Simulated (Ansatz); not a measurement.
# S: the cost of one run

Computed with Ansatz 0.2.0 (DFT r2SCAN, scalar-relativistic, plane waves, PAW, unless a step's input says otherwise).

### 1 The system as given

Symmetry: Pm-3m, No. 221, cubic system. The conventional cell has a = 3.072 Å, b = 3.072 Å, c = 3.072 Å, α = 90.00°, β = 90.00°, γ = 90.00°. S (site symmetry m-3m) has 6 S at 3.07 Å as nearest neighbours.

Structure file:

```xyz
1
Lattice="3.0724 0.0000 0.0000 0.0000 3.0724 0.0000 0.0000 0.0000 3.0724" Properties=species:S:1:pos:R:3 pbc="T T T"
S     0.0000    0.0000    0.0000
```

This is candidate A: simple cubic type (Pm-3m, No. 221).

(A quick probe on a coarse mesh, which set the mesh and smearing, is not shown.)

### 3 A loose first relaxation (candidate A)

The input, input.yaml:

```yaml
crystal:
  lattice:
    - [3.0724470512, 0.0, 0.0]
    - [0.0, 3.0724470512, 0.0]
    - [0.0, 0.0, 3.0724470512]
  atoms:
    - { symbol: S, position: [0.0, 0.0, 0.0] }
basis:
  ecutwfc: 500
kpoints:
  mp_grid: { grid: [6, 6, 6] }
hamiltonian:
  xc: r2scan
scf:
  occupations: { method: gaussian, width: 0.1 }
  lower_state_search: "off"
output:
  forces: true
  stress: true
  eigenvalues: true
relax:
  adjacent_minimum: "off"
  f_tol: 0.04
  max_steps: 70
  cell: { stress_tol: 0.4 }
```

Q: Estimate wall time and peak memory on 1 thread of an Arm CPU, shared host.

About 6.9 s, with a peak of 0.31 GiB.
